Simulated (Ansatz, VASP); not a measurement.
**Pd in VASP and in Ansatz**

```xyz
1
Lattice="-1.5723 1.5723 1.5723 1.5723 -1.5723 1.5723 1.5723 1.5723 -1.5723" Properties=species:S:1:pos:R:3 pbc="T T T"
Pd    0.0000    0.0000    0.0000
```

This isn't the form of Pd at room conditions, which is fcc.

Alike in both runs: task relaxation of cell and atoms; functional revPBE; k mesh 12 × 12 × 12; occupations fermi-dirac, width 0.05 eV; no spin polarisation.

|  | VASP | Ansatz |
| --- | --- | --- |
| version | VASP 6.6.1 | Ansatz 0.2.0 |
| potentials or method | VASP PAW PBE potentials, release 64 (Pd) | Ansatz PAW |
| plane-wave cutoff (eV) | 600 | 420 |
| valence electrons in the cell | 10 | 18 |

Ansatz gave:

| Quantity | Value |
| --- | --- |
| gap on the k mesh at the Fermi level, each at its own relaxed structure (eV) | none |
| relaxed volume (Å³/atom) | 15.76 |
| relaxed cell length with the largest relative difference (Å) | 2.735 |
| energy change over the relaxation (meV/atom) | -1 |

Which values does VASP return?

gap on the k mesh at the Fermi level, each at its own relaxed structure (eV): none; relaxed volume (Å³/atom): 15.72; relaxed cell length with the largest relative difference (Å): 2.733; energy change over the relaxation (meV/atom): -1.

A gap of «none» marks a metal or a gap that the smearing closes. The two sets of potentials don't hold the same shells in valence.

Caveats: the PAW data sets were made with another functional, which shifts forces and pressure a little (VASP); the plane-wave basis is chosen anew once the cell has moved, so the energies of steps on either side of that aren't comparable (Ansatz); the PAW data sets come from PBE, with cores solved anew for the run's functional, which leaves a small shift of forces and pressure (Ansatz).
